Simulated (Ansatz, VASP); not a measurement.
One calculation of SnO, two programs

File INCAR:

```
PREC = Accurate ; ENCUT = 520
EDIFF = 1E-6 ; ISMEAR = -1
SIGMA = 0.05 ; LREAL = F
LASPH = T ; NELM = 100
ALGO = Normal ; ISIF = 2
LWAVE = F ; LCHARG = F
GGA = PS ; NBANDS = 28
```

The input KPOINTS:

```
regular mesh
0
Gamma
  8 5 6
```

File POSCAR:

```
SnO
1.0
    3.3550050000      0.0000000000      0.0000000000
    0.0000000000      5.6741040000      0.0000000000
    0.0000000000      0.0000000000      4.2219700000
Sn O
2 2
Direct
    0.5000000000      0.7680910000      0.0131440000
    0.0000000000      0.2319090000      0.5131440000
    0.5000000000      0.1087500000      0.2368570000
    0.0000000000      0.8912500000      0.7368570000
```

The input input.yaml:

```yaml
crystal:
  lattice:
    - [3.355005, 0.0, 0.0]
    - [0.0, 5.674104, 0.0]
    - [0.0, 0.0, 4.22197]
  atoms:
    - { symbol: Sn, position: [0.5, 0.768091, 0.013144] }
    - { symbol: Sn, position: [0.0, 0.231909, 0.513144] }
    - { symbol: O, position: [0.5, 0.10875, 0.236857] }
    - { symbol: O, position: [0.0, 0.89125, 0.736857] }
hamiltonian:
  xc: pbesol
  pseudopotentials: { kind: paw }
kpoints:
  mp_grid: { grid: [8, 5, 6] }
scf:
  occupations: { method: fermi_dirac, width: 0.05 }
output:
  forces: true
  stress: true
  eigenvalues: true
```

The cell comes from a database or a generator and needn't be the stable form of this composition.

Alike in both runs: task single point; functional PBEsol; k mesh 8 × 5 × 6; occupations fermi-dirac, width 0.05 eV; no spin polarisation.

|  | VASP | Ansatz |
| --- | --- | --- |
| version | VASP 6.6.1 | Ansatz 0.2.0 |
| potentials or method | VASP PAW PBE potentials, release 64 (Sn_d, O) | Ansatz PAW |
| plane-wave cutoff (eV) | 520 | 420 |
| valence electrons in the cell | 40 | 40 |

Ansatz gave:

```
gap on the k mesh at the Fermi level (eV)       : 1.43
least direct gap on the mesh (eV)               : 2.02
pressure (GPa)                                  : -3.1
largest component of the traceless stress (GPa) : 0.65
rms of the force components (eV/Å)              : 0.188
```

**Question.** Estimate VASP's values.

**Answer.** gap on the k mesh at the Fermi level (eV): 1.42; least direct gap on the mesh (eV): 2.01; pressure (GPa): -2.9; largest component of the traceless stress (GPa): 0.62; rms of the force components (eV/Å): 0.156.

Atom by atom the forces differ by 0.033 eV/Å (rms over components). The functional is the same, so the differences come from potentials, cutoffs and numerics.

Caveats: spin-orbit coupling is left out, which moves the levels of the heavy elements; the PAW data sets were made with another functional, which shifts forces and pressure a little (VASP); an odd mesh through Γ misses points on the zone boundary, where band edges often lie (VASP); odd divisions of the mesh miss points on the zone boundary, where band edges often lie, so the gap on the mesh can be too wide (Ansatz); the pressure holds a Pulay correction of +0.4 GPa for the finite cutoff (Ansatz); the PAW data sets come from PBE, with cores solved anew for the run's functional, which leaves a small shift of forces and pressure (Ansatz). As with any semilocal functional, this PBEsol gap is likely too small.
